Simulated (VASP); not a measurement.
# TiH (Fm-3m) in VASP: notebook, part 2 of 3

VASP 6.6.1. The steps go on from the part before.

**3. Relaxation of cell and atoms, PBEsol**

This run uses another cell than the first one, of 9.13 Å³/atom, 1.026 times its volume.

File INCAR:

```
SYSTEM = TiH
  ALGO = Normal
  EDIFF = 1E-6
  EDIFFG = -0.005
  ENCUT = 600
  GGA = PS
  IBRION = 2
  ISIF = 3
  ISMEAR = 0
  LASPH = .TRUE.
  LCHARG = .FALSE.
  LREAL = .FALSE.
  LWAVE = .FALSE.
  NELM = 100
  NSW = 100
  PREC = Accurate
  SIGMA = 0.1
```

File KPOINTS:

```
k-points
0
G
  18 18 18
  0 0 0
```

File POSCAR:

```
TiH
1.0
    0.0000000000      2.0896972200      2.0896972200
    2.0896972200      0.0000000000      2.0896972200
    2.0896972200      2.0896972200      0.0000000000
Ti H
1 1
Direct
    0.0000000000      0.0000000000      0.0000000000
    0.5000000000      0.5000000000      0.5000000000
```

Potentials or basis: VASP PAW PBE potentials, release 64 (Ti_sv, H).

On the command line:

```sh
$ cat potpaw_PBE.64/Ti_sv/POTCAR potpaw_PBE.64/H/POTCAR > POTCAR
$ mpirun -np 1 vasp_std > vasp.out
```

OUTCAR:

```text
SYSTEM = TiH
   EDIFF = 1E-6
   EDIFFG = -0.005
   ENCUT = 600
   GGA = PS
   IBRION = 2
   ISIF = 3
   ISMEAR = 0
   LASPH = .TRUE.
   LREAL = .FALSE.
   NELM = 100
   NSW = 100
   PREC = Accurate

 ion  position               nearest neighbor table
   1  0.000  0.000  0.000-
   2  0.500  0.500  0.500-

  LATTYP: Found a face centered cubic cell.
 ALAT       =     4.1793944400

  Lattice vectors:

 A1 = (   0.0000000000,   2.0896972200,   2.0896972200)
 A2 = (   2.0896972200,   0.0000000000,   2.0896972200)
 A3 = (   2.0896972200,   2.0896972200,   0.0000000000)

Analysis of symmetry for initial positions (statically):
=====================================================================
 Subroutine PRICEL returns:
 Original cell was already a primitive cell.

 Routine SETGRP: Setting up the symmetry group for a
 face centered cubic supercell.

 Subroutine GETGRP returns: Found 48 space group operations
 (whereof 48 operations were pure point group operations)
 out of a pool of 48 trial point group operations.

The static configuration has the point symmetry O_h .

Analysis of symmetry for dynamics (positions and initial velocities):
=====================================================================
 Subroutine PRICEL returns:
 Original cell was already a primitive cell.

 Routine SETGRP: Setting up the symmetry group for a
 face centered cubic supercell.

 Subroutine GETGRP returns: Found 48 space group operations
 (whereof 48 operations were pure point group operations)
 out of a pool of 48 trial point group operations.

The dynamic configuration has the point symmetry O_h .

 Subroutine INISYM returns: Found 48 space group operations
 (whereof 48 operations are pure point group operations),
 and found     1 'primitive' translations

----------------------------------------------------------------------------------------

                                     Primitive cell

  volume of cell :      18.2507

  direct lattice vectors                    reciprocal lattice vectors
     0.000000000  2.089697220  2.089697220    -0.239269113  0.239269113  0.239269113
     2.089697220  0.000000000  2.089697220     0.239269113 -0.239269113  0.239269113
     2.089697220  2.089697220  0.000000000     0.239269113  0.239269113 -0.239269113

  length of vectors
     2.955278150  2.955278150  2.955278150     0.414426260  0.414426260  0.414426260

  position of ions in fractional coordinates (direct lattice)
     0.000000000  0.000000000  0.000000000
     0.500000000  0.500000000  0.500000000

  ion indices of the primitive-cell ions
   primitive index   ion index
                 1           1
                 2           2

----------------------------------------------------------------------------------------

 KPOINTS: k-points

Automatic generation of k-mesh.
 Grid dimensions read from file:
 generate k-points for:   18   18   18

 Generating k-lattice:

  Cartesian coordinates                     Fractional coordinates (reciprocal lattice)
    -0.013292728  0.013292728  0.013292728     0.055555556  0.000000000  0.000000000
[... 49 lines left out ...]
 SYSTEM =  TiH
   PREC   = accura    normal or accurate (medium, high low for compatibility)
   ISTART =      0    job   : 0-new  1-cont  2-samecut
   ICHARG =      2    charge: 1-file 2-atom 10-const
   ISPIN  =      1    spin polarized calculation?
   LNONCOLLINEAR =      F non collinear calculations
   LSORBIT =      F    spin-orbit coupling
   LASPH  =      T    aspherical Exc in radial PAW
   ENCUT  =  600.0 eV  44.10 Ry    6.64 a.u.   5.90  5.90  5.90*2*pi/ulx,y,z
   NELM   =    100;   NELMIN=  2; NELMDL= -5     # of ELM steps
   EDIFF  = 0.1E-05   stopping-criterion for ELM
   LREAL  =      F    real-space projection
   EDIFFG = -.5E-02   stopping-criterion for IOM
   NSW    =    100    number of steps for IOM
   IBRION =      2    ionic relax: 0-MD 1-quasi-New 2-CG
   NFREE  =      1    steps in history (QN), initial steepest desc. (CG)
   ISIF   =      3    stress and relaxation
   ISYM   =      2    0-nonsym 1-usesym 2-fastsym
   POTIM  = 0.5000    time-step for ionic-motion
   TEBEG  =    0.0;   TEEND  =   0.0 temperature during run
   PSTRESS=    0.0 pullay stress
   NELECT =      13.0000    total number of electrons
   NUPDOWN=      -1.0000    fix difference up-down
   EMIN   =  10.00;   EMAX   =-10.00  energy-range for DOS
   EFERMI =   0.00;   METHOD = LEGACY
   ISMEAR =     0;   SIGMA  =   0.10  broadening in eV -4-tet -1-fermi 0-gaus
   EFERMI_NEDOS =   21; number of points for ismear=-14 and -15
   IALGO  =     38    algorithm
   IMIX   =      4    mixing-type and parameters
     AMIX     =   0.40;   BMIX     =  1.00
     AMIX_MAG =   1.60;   BMIX_MAG =  1.00
  volume/ion in A,a.u.               =       9.13        61.58
  Fermi-wavevector in a.u.,A,eV,Ry     =   1.462051  2.762876 29.083729  2.137594
  Thomas-Fermi vector in A             =   2.578310
   LORBIT       =      0    0 simple, 1 ext, 2 COOP (PROOUT), +10 PAW based schemes
   GGA     = PS    functional components
   LHFCALC =     F    Hartree Fock is set to
   AEXX    =    0.0000 exact exchange contribution
   IVDW    =     0    specifies the selected vdW correction
   LEPSILON=     F    determine dielectric tensor
   LRPA    =     F    only Hartree local field effects (RPA)
 conjugate gradient relaxation of ions
 non-spin polarized calculation
 Gauss-broadening in eV      SIGMA  =   0.10
  energy-cutoff  :      600.00
  volume of cell :       18.25
 maximum number of plane-waves:       622
   NGX = 11   NGY = 11   NGZ = 11

--------------------------------------- Ionic step        1  -------------------------------------------

 number of electron      12.9999996 magnetization

 Free energy of the ion-electron system (eV)
  ---------------------------------------------------
  ext. energy  EPLUGINS =         0.00000000
  ---------------------------------------------------
  free energy    TOTEN  =       -12.42451296 eV

  energy without entropy =      -12.41470686  energy(sigma->0) =      -12.41960991

------------------------ aborting loop because EDIFF is reached ----------------------------------------

  FORCE on cell =-STRESS in cart. coord.  units (eV):
  Direction    XX          YY          ZZ          XY          YZ          ZX
  --------------------------------------------------------------------------------------
  -------------------------------------------------------------------------------------
  Total       -0.5351421     -0.5351421     -0.5351421     -0.0000000      0.0000000      0.0000000
  in kB      -46.9785468    -46.9785468    -46.9785468     -0.0000000      0.0000000      0.0000000
  external PRESSURE =     -46.9785468 kB  Pullay stress =       0.0000000 kB
[... 95 lines left out ...]
--------------------------------------- Ionic step        4  -------------------------------------------

 number of electron      12.9999998 magnetization

 Free energy of the ion-electron system (eV)
  ---------------------------------------------------
  ext. energy  EPLUGINS =         0.00000000
  ---------------------------------------------------
  free energy    TOTEN  =       -12.43009491 eV

  energy without entropy =      -12.42036658  energy(sigma->0) =      -12.42523074

 E-fermi :   8.9518     XC(G=0): -12.1831

 val. band max:        8.9435674283   @ k =  -0.4444   0.3889   0.1111
 cond. band min:       8.9541891108   @ k =  -0.3333   0.1667   0.0556
 fundamental gap:      0.0106216825
 Fermi energy:         8.9518018910

 k-point     1 :       0.0000    0.0000    0.0000
  band No.  band energies     occupation
      1     -47.4917      2.00000
      2     -23.4988      2.00000
      3     -23.4988      2.00000
      4     -23.4988      2.00000
      5      -0.6500      2.00000
      6       9.6426      0.00000
      7       9.6426      0.00000
      8       9.6426      0.00000
      9      11.1800      0.00000
     10      11.1800      0.00000
[... 287 lines left out ...]
 k-point    24 :      -0.2222    0.0556    0.0000
  band No.  band energies     occupation
      1     -47.4324      2.00000
      2     -23.8341      2.00000
      3     -23.5601      2.00000
      4     -23.5307      2.00000
      5       0.9543      2.00000
      6       8.4293      2.00000
      7       9.6748      0.00000
      8       9.8483      0.00000
      9      10.9510      0.00000
     10      11.4777      0.00000

 [... further k-points ...]

------------------------ aborting loop because EDIFF is reached ----------------------------------------

  FORCE on cell =-STRESS in cart. coord.  units (eV):
  Direction    XX          YY          ZZ          XY          YZ          ZX
  --------------------------------------------------------------------------------------
  -------------------------------------------------------------------------------------
  Total       -0.0032433     -0.0032433     -0.0032433      0.0000000      0.0000000      0.0000000
  in kB       -0.2922487     -0.2922487     -0.2922487      0.0000000      0.0000000      0.0000000
  external PRESSURE =      -0.2922487 kB  Pullay stress =       0.0000000 kB
[... 17 lines left out ...]
  FREE ENERGIE OF THE ION-ELECTRON SYSTEM (eV)
  ---------------------------------------------------
  free  energy   TOTEN  =       -12.4300949089 eV

  energy  without entropy=      -12.4203665762  energy(sigma->0) =      -12.42523074

 reached required accuracy - stopping structural energy minimisation
```

OSZICAR:

```text
N       E                     dE             d eps       ncg     rms          rms(c)
DAV:   1     0.851175482001E+02    0.85118E+02   -0.76952E+03  3902   0.165E+03
DAV:   2    -0.918754945664E+01   -0.94305E+02   -0.92567E+02  3960   0.351E+02
DAV:   3    -0.138964816090E+02   -0.47089E+01   -0.46194E+01  5580   0.821E+01
[... 34 lines left out ...]
DAV:   3    -0.124300599478E+02    0.17915E-04   -0.28097E-04  5482   0.150E-01    0.172E-02
DAV:   4    -0.124300781440E+02   -0.18196E-04   -0.53192E-05  5146   0.486E-02    0.970E-03
DAV:   5    -0.124300907551E+02   -0.12611E-04   -0.17297E-05  4776   0.303E-02    0.869E-03
DAV:   6    -0.124300945041E+02   -0.37489E-05   -0.64962E-06  4646   0.199E-02    0.294E-03
DAV:   7    -0.124300949089E+02   -0.40480E-06   -0.31585E-07  1986   0.578E-03
   4 F= -.12430095E+02 E0= -.12425231E+02  d E =-.558195E-02
```

Wall time 69 s (1 thread of AMD EPYC 9R14 (Zen 4), shared host); peak memory 0.16 GiB.

Results:

- Free energy: -12.4301 eV
- Relaxed volume: 8.89 Å³/atom
- Relaxed cell: a = 2.930 Å, b = 2.930 Å, c = 2.930 Å, α = 60.00°, β = 60.00°, γ = 60.00°
- Space group after relaxing (to 0.05 Å): Fm-3m (No. 225)
- Energy gained by relaxing: 2.8 meV/atom
- Ionic steps: 4
- Pressure after relaxing: 0.0 GPa
- Band gap on the k mesh: none (metal or under the smearing width)

Step by step:
```csv
step,energy change (eV),largest force (eV/Å),pressure (GPa),volume (Å³)
1,0.0000,0.0000,-4.70,18.25
2,-0.0042,0.0000,1.96,17.55
3,-0.0055,0.0000,-0.32,17.82
4,-0.0056,0.0000,-0.03,17.78
```

Final structure:
```xyz
2
Lattice="0.0000 2.0716 2.0716 2.0716 0.0000 2.0716 2.0716 2.0716 0.0000" Properties=species:S:1:pos:R:3 pbc="T T T"
Ti    0.0000    0.0000    0.0000
H     2.0716    2.0716    2.0716
```

Caveat: the PAW data sets were made with another functional, which shifts forces and pressure a little.

**4. Single point, PBEsol (equal strain along all axes, cell held, atoms relaxed: -3.0 %)**

File INCAR:

```
  PREC = Accurate
  ENCUT = 520
  EDIFF = 1E-7
  ISMEAR = 0
  SIGMA = 0.1
  LREAL = False
  LASPH = True
  NELM = 100
  ALGO = Fast
  ISIF = 2
  LWAVE = False
  LCHARG = False
  GGA = PS
  NBANDS = 21
```

File KPOINTS:

```
Automatic mesh
0
Gamma
  14 14 10
```

File POSCAR:

```
TiH
1.0
    2.0096899391      2.0096899391      0.0000000000
   -2.0096899391      2.0096899391      0.0000000000
    0.0000000000      0.0000000000      4.0193798783
Ti H
2 2
Direct
    0.0000000000      0.0000000000      0.0000000000
    0.5000000000      0.5000000000      0.5000000000
    0.5000000000      0.5000000000      0.0000000000
    0.0000000000      0.0000000000      0.5000000000
```

On the command line:

```sh
$ cat potpaw_PBE.64/Ti_sv/POTCAR potpaw_PBE.64/H/POTCAR > POTCAR
$ mpirun -np 1 vasp_std > vasp.out
```

Wall time 4.1 min (1 thread of AMD EPYC 9R14 (Zen 4), shared host); peak memory 0.21 GiB.

Results (log left out):

```
Free energy            : -24.7131 eV
Pressure               : 16.0 GPa
Band gap on the k mesh : none (metal or under the smearing width)
```

Levels at points of the mesh, in eV from the Fermi level:
| k point | band 10 | band 11 | band 12 | band 13 | band 14 | band 15 | band 16 | band 17 |
| --- | --- | --- | --- | --- | --- | --- | --- | --- |
| (0.00, 0.00, 0.00) | -7.47 | -2.22 | 0.72 | 0.72 | 0.72 | 2.08 | 2.46 | 2.46 |
| (0.50, 0.00, 0.00) | -6.42 | -1.37 | -1.37 | -0.78 | -0.78 | 1.20 | 1.20 | 2.48 |
| (0.50, 0.50, 0.00) | -7.47 | -2.22 | -2.22 | 2.08 | 2.08 | 3.70 | 3.70 | 4.21 |
| (0.00, 0.00, 0.50) | -8.06 | -0.95 | -0.95 | 0.45 | 0.45 | 1.97 | 1.97 | 1.97 |
| (0.50, 0.00, 0.50) | -5.11 | -3.45 | -3.45 | 0.24 | 0.24 | 0.24 | 0.24 | 3.79 |
| (0.50, 0.50, 0.50) | -6.55 | -0.85 | -0.85 | -0.85 | -0.85 | 1.66 | 1.66 | 4.21 |

Caveat: so large a pressure means that the cell lies far from this level's equilibrium, or that cutoff or potentials fall short; the potentials were made for another functional, which shifts forces and pressure; the real-space grid breaks the cell's symmetry a little.

(Continued in part 3 of 3.)
